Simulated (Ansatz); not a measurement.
# What HfO2 monolayer (2H) distorts into, part 3 of 3

Wanted: the energy along a soft mode of HfO2 monolayer (2H) and the structure at the end.

Ansatz 0.2.0; DFT PBEsol, scalar-relativistic, plane waves, PAW.

So far. Step 4 (The mode frozen in, largest atomic shift 0.14 Å): The energy, extrapolated to zero smearing, is -6.41 meV/atom against the undistorted cell. Step 5 (Energy along the mode, all amplitudes (two of the runs …): The lowest of the steps tried is at 0.14 Å, 6.41 meV/atom below the parent; the bottom of the well need not coincide with a step.

### 7. The new phase in its own primitive cell

The relaxed structure is symmetrised, reduced to its primitive cell and relaxed tightly, as its phonons need.

File input.yaml:

```yaml
crystal:
  lattice:
    - [3.296345519, 0.8820867119, 0.0]
    - [-0.8842632586, 3.2957623151, 0.0]
    - [0.0, 0.0, 28.7]
  atoms:
    - { symbol: Hf, position: [0.38888882, 0.61111118, 0.3484320557] }
    - { symbol: O, position: [0.3888889597, 0.1111111131, 0.3817355374] }
    - { symbol: O, position: [0.8888888869, 0.6111110403, 0.315128574] }
  periodic: [true, true, false]
kpoints:
  mp_grid: { grid: [8, 8, 1] }
hamiltonian:
  xc: pbesol
scf:
  occupations: { method: fixed }
output:
  forces: true
  stress: true
  eigenvalues: true
relax:
  adjacent_minimum: "off"
  f_tol: 0.001
  max_steps: 60
  cell: { stress_2d_tol: 0.002 }
```

On the command line:

```sh
ansatz run input.yaml --threads 8 --pin off --max-ram 14336MiB --backend cpu --events-out ev --progress --plain --runs-dir out
```

Numbers of over 12 decimals in the logs are rounded to 6 here.

The program printed:

```text
[...]
Crystal: 3 atoms, lattice volume = 334.182 Å³
Basis set: ecut = 420 eV, 6551 PW (Γ), exchange–correlation on 48×48×384 points (8 copies of the dense FFT grid, shifted against one another)
Bands: 23, of which v1, the nominal top of the filled ones, is band 19 counted from 1 (18 counted from 0)
Symmetry: 4 space group operations
[...]
k-points: 21 of 64
[...]
° read free of the cell's end (the report's vacuum.weakly_bound_levels)
--- Relaxed structure (3 steps of the walk, 3 accepted, 1 SCFs on fresh bases) ---
[...]
cell:  # Å, volume = 334.1894 Å³
    - [3.296172, 0.882882, 0]
    - [-0.883488, 3.296010, 0]
    - [0, 0, 28.7]
  atoms:
    - { symbol: Hf, position: [0.388889, 0.611111, 0.3484320557] }
    - { symbol: O, position: [0.388889, 0.111111, 0.381735] }
    - { symbol: O, position: [0.888889, 0.611111, 0.315129] }
[key lines of the parts left out:]
SCF converged after 7 iterations
Free energy (F): -16723.502829 eV
Fermi energy:    -7.763967 eV
P = ½ c Tr σ = -0.0005 N/m
```

Wall time 10 s (8 threads of Arm Neoverse V1, shared host); peak memory 0.83 GiB; 75 s of CPU time.

Little changed from the start: no atom moved by 0.005 Å and no cell edge by 0.1 %.

This step gave:

- gap on the k-mesh: 4.686 eV
- direct gap on mesh: 4.686 eV

The largest force component left is 2.5e-4 meV/Å, within the tolerances set.

### 8. Modes of the new phase, k-mesh 8×8×1

A relaxed structure may still be a saddle point, so its zone-centre modes are computed. The response to a homogeneous field gives the Born charges and the dielectric tensor, and its change with displacement the Raman tensors.

File input.yaml:

```yaml
crystal:
  lattice:
    - [3.2961721716, 0.8828815939, 0.0]
    - [-0.8834881969, 3.2960096328, 0.0]
    - [0.0, 0.0, 28.7]
  atoms:
    - { symbol: Hf, position: [0.3888888889, 0.6111111111, 0.3484320557] }
    - { symbol: O, position: [0.3888888889, 0.1111111111, 0.3817348153] }
    - { symbol: O, position: [0.8888888889, 0.6111111111, 0.3151292961] }
  periodic: [true, true, false]
kpoints:
  mp_grid: { grid: [8, 8, 1] }
hamiltonian:
  xc: pbesol
scf:
  occupations: { method: fixed }
output:
  eigenvalues: true
phonons:
  method: dfpt
  dielectric: true
  raman: true
```

The program printed:

```text
Warning: phonons.dielectric: true without phonons.rigid_motions: the static dielectric tensor ε⁰ will be withheld (ε∞, Z* and the rows of modes are given); for a crystal or a slab, whose only rigid motions are the translations, set phonons.rigid_motions: translations
[...]
Crystal: 3 atoms, lattice volume = 334.189 Å³
Basis set: ecut = 420 eV, 6551 PW (Γ), exchange–correlation on 72×72×384 points (8 copies of the dense FFT grid, shifted against one another)
Bands: 23, of which v1, the nominal top of the filled ones, is band 19 counted from 1 (18 counted from 0)
Symmetry: 4 space group operations
k-points: 34 of 64 (irreducible under 1 space group operation, time reversal used)
[...]
SCF iter   1: F=—  HF=-16723.510426 eV  |F-HF|=—  |Δ(HF+E_count)|=         —  Δρ=4.34e-3  dr2=5.55e-2  ethr=1.77e-3  ⟨swp⟩=7.3  Hψ=4269  notcnv=0  defer=61
[...]
SCF iter   9: F=-16723.502829 eV  HF=-16723.502829 eV  |F-HF|=1.06e-10  |Δ(HF+E_count)|=  7.68e-10  Δρ=2.01e-7  dr2=7.62e-11  ethr=1.00e-12  ⟨swp⟩=17.1  Hψ=6589  notcnv=0
SCF 1 converged in 9 iterations: F = -16723.502829 eV  dr2 = 7.62e-11
[...]
NSCF: frozen V_eff on 1 k-points
DFPT response loops at Γ: preconditioner auto → none (the input reference at scf.mixing.eps_inf says where Resta's filter doesn't serve); β = 0.50; Broyden in place of MSR1
── the response to a field inside a basis, on 8×8×1 k-points: an SCF that follows is theirs, and a resumed run solves both again ──
Bands: 20, of which v1, the nominal top of the filled ones, is band 19 counted from 1 (18 counted from 0)
k-points: 32 of 64 (irreducible under 2 space group operations)
[...]
Eigensolver: Dense (32 Hₖ)
SCF iter   1: F=—  HF=-16723.501158 eV  |F-HF|=—  |Δ(HF+E_count)|=         —  Δρ=1.40e-4  dr2=1.43e-5  ethr=1.00e-1
[...]
SCF iter   7: F=-16723.501156 eV  HF=-16723.501156 eV  |F-HF|=3.64e-12  |Δ(HF+E_count)|=  4.87e-10  Δρ=5.92e-8  dr2=4.89e-12  ethr=1.00e-12
SCF 1 converged in 7 iterations: F = -16723.501156 eV  dr2 = 4.89e-12
[...]
SCF converged after 9 iterations
Free energy (F): -16723.502829 eV
[...]
Internal energy: -16723.502829 eV  (E = F + TS)
E sigma→0 (E₀):  -16723.502829 eV
Fermi energy:    -7.763977 eV
[...]
--- Band table (eV; the first three rows and the last of 34) ---
  k-point 0: bands = [... 15 lower, -10.0380, -9.9632, -7.7645, -7.7640, -3.0780, -1.3122 (-1.3122°), -0.6761, -0.4588]
  k-point 1: bands = [... 15 lower, -9.9764, -9.5075, -7.9434, -7.9003, -2.7449, -1.2295 (-1.2295°), -0.7030, -0.4563]
  k-point 2: bands = [... 15 lower, -9.8801, -8.9296, -8.3512, -8.2154, -2.1783, -1.0129 (-1.0129°), -1.0101, -0.1316]
  k-point 33: bands = [... 15 lower, -9.4892, -7.9927, -7.8882, -7.8881, -2.9929, -2.9923, -1.9063, 0.2422]
  ° read free of the cell's end (the report's vacuum.weakly_bound_levels)
--- Phonons (Γ-DFPT): 9 representative perturbations + reference, on 34 of 64 k-points (Σ response iterations 41) ---
  ASR residual: 4.486e-4 → 0.000e0 eV/Å²; symmetrization residual: 6.358e-6 eV/Å²
[...]
ASR residual per site (eV/Å²): 8.31e-5 4.49e-4 4.31e-4
  Γ frequencies (cm⁻¹): 0.00 0.00 0.00 196.84 196.96 518.85 570.55 597.60 597.62
  ε∞ (high-frequency dielectric tensor):
        1.460619    -0.000041    -0.000000
       -0.000041     1.460572     0.000000
       -0.000000     0.000000     1.094001
  α∞ (the layer's polarisability for a field applied outside it; Å, Gaussian; ε∞ is over the cell's 28.700 Å):
        1.051996    -0.000094    -0.000000
       -0.000094     1.051888     0.000000
       -0.000000     0.000000     0.214685
  ε⁰ (static dielectric tensor): not given — the deck does not say what the cell's rigid motions are, and on a molecule in a box or a wire the rigid rotations would enter the sum over the modes at Γ. For a crystal or a slab, whose only rigid motions are the translations, set phonons.rigid_motions: translations.
  Born effective charges Z* (e; rows j = field, columns β = displacement):
    site 0:
         5.02807   -0.00056   -0.00000
        -0.00056    5.02742    0.00000
        -0.00000    0.00000    0.88079
    site 1:
        -1.15320    0.78601    0.00000
         0.78592   -3.87455   -0.00000
         0.00000   -0.00000   -0.44039
    site 2:
        -3.87488   -0.78545    0.00000
        -0.78535   -1.15287   -0.00000
         0.00000   -0.00000   -0.44039
  Z* charge neutrality: 3.391e-5 e pre-enforcement
  k-mesh period / interband length: 27.3 Å / 1.24 Å = 22.00 at k = (0.0000, -0.5000, 0.0000), direct gap 5.481 eV — 14 or more, which is no proof of convergence; an axis of the mesh has one division: compare the results on two meshes, or along an axis of vacuum in a longer cell
  Raman tensors (in the event stream and the table raman_tensors.tsv): an entry may err by 5.4e-1 Å², one of the second-order susceptibility by 8.6e-2 pm/V (basis, points and sum rule); their sum over the sites missed zero by 6.475e-5 Å² ahead of its enforcement
  optical modes at Γ without the LO–TO term, one row a degenerate level:
      ω (cm⁻¹)  modes    IR ((D/Å)²/amu)  static Raman (Å⁴/amu)  depolarisation
        196.84      1             1.0073                 0.0034           0.750
        196.96      1             1.0081                 0.0035           0.750
        518.85      1             0.0000                17.4370           0.062
        570.55      1             0.6596                11.0814           0.750
        597.60      1            27.6122                 2.5792           0.750
        597.62      1            27.6011                 2.5800           0.750
```

Run time: 3.1 min. Hardware: 8 threads; peak memory 2.9 GiB.

This step gave:

```
sum-rule residual before enforcement                    : 4.49e-4 eV/Å²
miss of the charge sum rule                             : 3.39e-5 e
point group                                             : 222
highest optical mode at the zone centre (no LO-TO term) : 597.6 cm⁻¹
lowest optical zone-centre mode                         : 196.8 cm⁻¹
largest Born charge (third of the trace)                : 3.645 e
```

Without the LO-TO term. Patterns of degenerate modes are one choice out of their space. The modes at Γ (shares of kinetic energy by element, %):

```
mode  frequency (cm⁻¹)      symmetry  Hf %  O %
   1               0.0      acoustic    85   15
   2               0.0      acoustic    85   15
   3               0.0      acoustic    85   15
   4             196.8            B3     6   94
   5             197.0            B2     6   94
   6             518.9             A     0  100
   7             570.5            B1    15   85
   8             597.6  not assigned     9   91
   9             597.6  not assigned     9   91
```

Displacements in mode 4 (196.8 cm⁻¹), the largest set to 1:
```
Hf1 -0.06 -0.10  0.00
O2   1.00  0.15  0.00
O3  -0.37  0.94  0.00
```

Displacements in mode 5 (197.0 cm⁻¹), the largest set to 1:
```
Hf1  0.10 -0.06  0.00
O2  -0.94 -0.37  0.00
O3  -0.15  1.00  0.00
```

High-frequency dielectric tensor, averaged over the cell of height 28.7 Å or as lengthened by the program, vacuum included. Tensor:

|  | x | y | z |
| --- | --- | --- | --- |
| x | 1.461 | 0 | 0 |
| y | 0 | 1.461 | 0 |
| z | 0 | 0 | 1.094 |

Born charge (rows field, columns displacement) (e), principal values of the symmetric part by kind of site:

```
atom  atoms with these values    low  middle   high   mean
 Hf1                        1   0.88    5.03   5.03   3.65
  O2                        2  -4.09   -0.94  -0.44  -1.82
```

In full for Hf1:

```
5.03 0.00 0.00
0.00 5.03 0.00
0.00 0.00 0.88
```

Transverse modes. Infrared lines, with heights relative to the strongest:

```csv
position (cm⁻¹),lines merged,relative intensity
197,2,3.7
519,1,0.0
571,1,1.2
598,2,100
```

Activity x (w_L - w)^4 (n + 1)/w, 532 nm, 300 K. Lines of the Raman spectrum (strongest = 100):

```csv
position (cm⁻¹),lines merged,relative intensity
197,2,0.2
519,1,100
571,1,56
598,2,25
```

Before it was imposed, the acoustic sum rule was missed by 4.5e-4 eV/Å² and the charge sum rule by 3.4e-5 e. Small misses are needed for a sound result but don't prove that mesh and cutoff are converged. The lowest optical mode is real, 197 cm⁻¹.

### 9. Results

```
unstable mode of the parent                                                      : q = (0, 0, 0), 174i cm⁻¹
depth at the lowest point sampled                                                : 6.41 meV/atom
largest atomic shift at that point                                               : 0.14 Å
space group reached (within 0.01 Å)                                              : P-4m2
energy gained over the parent (first relaxation, on the mesh of the frozen mode) : 222 meV/atom
area per atom, phase reached                                                     : 3.88 Å²
gap on the k-mesh, phase reached                                                 : 4.69 eV
lowest optical zone-centre mode, phase reached                                   : 197 cm⁻¹
highest optical mode at the zone centre (no LO-TO term), phase reached           : 598 cm⁻¹
```

In words: Along this mode the structure falls into P-4m2, 222 meV/atom below the parent. At the parent's cell the well is 6.405 meV/atom deep on the steps tried, with its lowest point at a shift of 0.14 Å. Relaxing atoms and cell changes the gain by +215.59 meV/atom against the lowest step (energies at zero smearing). Most of the total comes from this relaxation. The new phase has no imaginary mode at the zone centre of its cell; other wavevectors were not checked. Of the 4 patterns followed to their end from this parent, this one ends 319 meV/atom above the lowest, P-3m1. Each path keeps the symmetry of its pattern, so a lower phase may lie along a pattern not tried. In a sheet or slab the interpolated bending branch near Γ is rough, since the rotational sum rule isn't imposed. Dielectric tensors refer to the cell with its vacuum. Spin-orbit coupling is left out, which can matter for the heavy elements here. The starting cell was built on a prototype and not taken from a measurement.

[Logs are printed without paths, hosts, clocks, repeated set-up lines and the standing remarks that a program may print on its own settings, such as how far it seeks lower states.]

[Hosts, paths, dates, database ids (printed as entryN), source tags and the programs' standing remarks are cut or masked in the printed files.]
